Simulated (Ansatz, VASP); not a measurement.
# One calculation of GaN, two programs

The input INCAR:

```
PREC = Accurate
ENCUT = 600
EDIFF = 1E-6
ISMEAR = 0
SIGMA = 0.05
LREAL = F
LASPH = T
NELM = 80
ALGO = Normal
ISIF = 4
LWAVE = F
LCHARG = F
GGA = RE
IVDW = 12
IBRION = 2
NSW = 60
EDIFFG = -0.02
```

The input KPOINTS:

```
regular mesh
0
Gamma
  8 8 6
```

File POSCAR:

```
GaN
1.0
    3.1771651428      0.0000000001      0.0000000000
   -1.5885825715      2.7515057256      0.0000000000
    0.0000000000      0.0000000000      5.1752186774
Ga N
2 2
Direct
    0.3333333333      0.6666666667     -0.0008277438
    0.6666666667      0.3333333333      0.4991722562
    0.3333333333      0.6666666667      0.3758277438
    0.6666666667      0.3333333333      0.8758277438
```

Input for Ansatz:

```yaml
crystal:
  lattice:
    - [3.1771651428, 1.0e-10, 0.0]
    - [-1.5885825715, 2.7515057256, 0.0]
    - [0.0, 0.0, 5.1752186774]
  atoms:
    - { symbol: Ga, position: [0.3333333333, 0.6666666667, -0.0008277438] }
    - { symbol: Ga, position: [0.6666666667, 0.3333333333, 0.4991722562] }
    - { symbol: "N", position: [0.3333333333, 0.6666666667, 0.3758277438] }
    - { symbol: "N", position: [0.6666666667, 0.3333333333, 0.8758277438] }
basis:
  ecutwfc: 420
  ecutrho_ratio: 4
kpoints:
  mp_grid: { grid: [8, 8, 6] }
hamiltonian:
  xc: revpbe
  dispersion: d3bj
scf:
  occupations: { method: gaussian, width: 0.05 }
output:
  forces: true
  stress: true
  eigenvalues: true
relax:
  f_tol: 0.02
  max_steps: 40
  cell: { stress_tol: 0.2, fix: [volume] }
```

Alike in both runs: task relaxation of shape and atoms at fixed volume; functional revPBE; dispersion D3(BJ); k mesh 8 × 8 × 6; occupations gaussian, width 0.05 eV; no spin polarisation.

|  | VASP | Ansatz |
| --- | --- | --- |
| version | VASP 6.6.1 | Ansatz 0.2.0 |
| potentials or method | VASP PAW PBE potentials, release 64 (Ga_d, N) | scalar-relativistic, plane waves, PAW |
| plane-wave cutoff (eV) | 600 | 420 |
| valence electrons in the cell | 36 | 36 |

|  | VASP | Ansatz | Ansatz less VASP |
| --- | --- | --- | --- |
| gap on the k mesh at the Fermi level, each at its own relaxed structure (eV) | 2.02 | 2.00 | -0.021 |
| relaxed volume (Å³/atom) | 11.31 | 11.31 | 0.000 |
| relaxed cell length with the largest relative difference (Å) | 3.177 | 3.177 | 0.0000 |

Caveats: the relaxation stopped at its first step, so nothing moved; the PAW data sets were made with another functional, which shifts forces and pressure a little (VASP). A hybrid or GW would open this gap; revPBE tends to underestimate it.
